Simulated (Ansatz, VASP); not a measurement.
**SrTiO3 (Tausonite) in VASP and in Ansatz**

Contents of INCAR:

```
SYSTEM = SrTiO3
  PREC = Accurate
  ENCUT = 520
  EDIFF = 1E-6
  ISMEAR = 0
  SIGMA = 0.01
  LREAL = .FALSE.
  LASPH = .TRUE.
  NELM = 60
  ALGO = Normal
  ISIF = 2
  LWAVE = .FALSE.
  LCHARG = .FALSE.
  GGA = PE
  NBANDS = 28
```

The input KPOINTS:

```
regular mesh
0
G
  6 6 6
  0 0 0
```

POSCAR

```
SrTiO3
1.0
    3.9364184693      0.0000000000      0.0000000000
    0.0000000000      3.9364184693      0.0000000000
    0.0000000000      0.0000000000      3.9364184693
Sr Ti O
1 1 3
Direct
    0.5000000000      0.5000000000      0.5000000000
    0.0000000000      0.0000000000      0.0000000000
    0.5000000000      0.0000000000      0.0000000000
    0.0000000000      0.5000000000      0.0000000000
    0.0000000000      0.0000000000      0.5000000000
```

Input for Ansatz:

```yaml
crystal:
  lattice:
    - [3.9364184693, 0.0, 0.0]
    - [0.0, 3.9364184693, 0.0]
    - [0.0, 0.0, 3.9364184693]
  atoms:
    - { symbol: Sr, position: [0.5, 0.5, 0.5] }
    - { symbol: Ti, position: [0.0, 0.0, 0.0] }
    - { symbol: O, position: [0.5, 0.0, 0.0] }
    - { symbol: O, position: [0.0, 0.5, 0.0] }
    - { symbol: O, position: [0.0, 0.0, 0.5] }
kpoints:
  mp_grid: { grid: [6, 6, 6] }
hamiltonian:
  xc: pbe
scf:
  occupations: { method: fixed }
  n_extra_bands: 5
output:
  forces: true
  stress: true
  eigenvalues: true
```

Alike in both runs: task single point; functional PBE; k mesh 6 × 6 × 6; no spin polarisation.

```csv
,VASP,Ansatz
version,VASP 6.6.1,Ansatz 0.2.0
potentials or method,"VASP PAW PBE potentials, release 64 (Sr_sv, Ti_sv, O)","plane waves, PAW"
plane-wave cutoff (eV),520,420
occupations,"gaussian, width 0.01 eV",fixed
valence electrons in the cell,40,40
```

|  | VASP | Ansatz | Ansatz less VASP |
| --- | --- | --- | --- |
| gap on the k mesh at the Fermi level (eV) | 1.81 | 1.84 | +0.031 |
| pressure (GPa) | 0.6 | 0.0 | -0.61 |

A k mesh can miss the band edges.
